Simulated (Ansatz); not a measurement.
## Structures of Hf2C: which is lowest?

Plane-wave DFT in Ansatz with scalar-relativistic PAW potentials, cutoff 420 eV, Γ-centred meshes chosen by cell and gap, Gaussian smearing with energies taken to zero width. Every cell was relaxed (cell and atoms) in a run of its own, within the symmetry of its start. Functional: PBEsol.

Relaxed structures (starts from databases or built by putting these elements on another compound's sites):
A. I4/mcm, 6 atoms in the computed cell, a = 5.822 Å, c = 5.054 Å; sites (symmetry × multiplicity) Hf m.2m × 8, C 422 × 4; start: built
B. R-3m, 3 atoms in the computed cell, a = 3.256 Å, c = 15.617 Å; sites (symmetry × multiplicity) Hf 3m × 6, C -3m × 3; start: built

Question: Rank them by energy. Could pressure change the order?

Answer:
| structure | group | E − E(lowest) (meV/atom) | V (Å³/atom) | gap on mesh (eV) |
| --- | --- | --- | --- | --- |
| B | R-3m | 0.0 | 15.93 | 0.00 |
| A | I4/mcm | 445 | 14.28 | 0.00 |

B is lowest, 445 meV/atom under A. A is denser by 1.65 Å³/atom, so pressure favours it: ΔE/ΔV, with ΔE in eV and 1 eV/Å³ = 160.2 GPa, gives about 43 GPa for equal enthalpy if both cells were rigid; at such pressures compression changes ΔV much, so this is a scale only. Other structures may lie lower than all of these, and vibrations aren't counted.

Spin-orbit coupling is left out, which matters for the bands of heavy elements.